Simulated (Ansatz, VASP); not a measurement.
Two plane-wave programs on Sn

Contents of INCAR:

```
SYSTEM = Sn
PREC     = Accurate       ! precision mode
ENCUT    = 520            ! plane-wave cutoff, eV
EDIFF    = 1E-6           ! SCF threshold, eV
ISMEAR   = -1             ! smearing method
SIGMA    = 0.08           ! smearing width, eV
LREAL    = .FALSE.        ! projectors in reciprocal space
LASPH    = .TRUE.         ! aspherical terms in the spheres
NELM     = 80             ! most SCF steps
ALGO     = Normal         ! electronic algorithm
ISIF     = 2              ! what is computed and relaxed
LWAVE    = .FALSE.        ! write WAVECAR
LCHARG   = .FALSE.        ! write CHGCAR
GGA      = CA             ! functional
NBANDS   = 13             ! bands
```

File KPOINTS:

```
Automatic mesh
0
G
  14 14 14
  0 0 0
```

The input POSCAR:

```
Sn
1.0
   -1.7556129274      1.7556129274      1.7556129274
    1.7556129274     -1.7556129274      1.7556129274
    1.7556129274      1.7556129274     -1.7556129274
Sn
1
Direct
    0.0000000000      0.0000000000      0.0000000000
```

Input for Ansatz:

```yaml
crystal:
  lattice:
    - [-1.7556129274, 1.7556129274, 1.7556129274]
    - [1.7556129274, -1.7556129274, 1.7556129274]
    - [1.7556129274, 1.7556129274, -1.7556129274]
  atoms:
    - { symbol: Sn, position: [0.0, 0.0, 0.0] }
kpoints:
  mp_grid: { grid: [14, 14, 14] }
scf:
  occupations: { method: fermi_dirac, width: 0.08 }
hamiltonian:
  xc: lda
  pseudopotentials: { kind: paw }
output:
  forces: true
  stress: true
  eigenvalues: true
  populations: true
```

Change from the starting cell: volume scaled by 0.85, PAW files.

Alike in both runs: task single point; functional LDA; k mesh 14 × 14 × 14; occupations fermi-dirac, width 0.08 eV; no spin polarisation.

```csv
,VASP,Ansatz
version,VASP 6.6.1,Ansatz 0.2.0
potentials or method,"VASP PAW LDA potentials, release 64 (Sn_d)","PAW with Ansatz's default frozen-core files, scalar-relativistic"
plane-wave cutoff (eV),520,420
valence electrons in the cell,14,14
```

Ansatz gave:

```
pressure (GPa) : 14.3
```

Question: Which values does VASP return?

Answer: Pressure (GPa): 14.4.
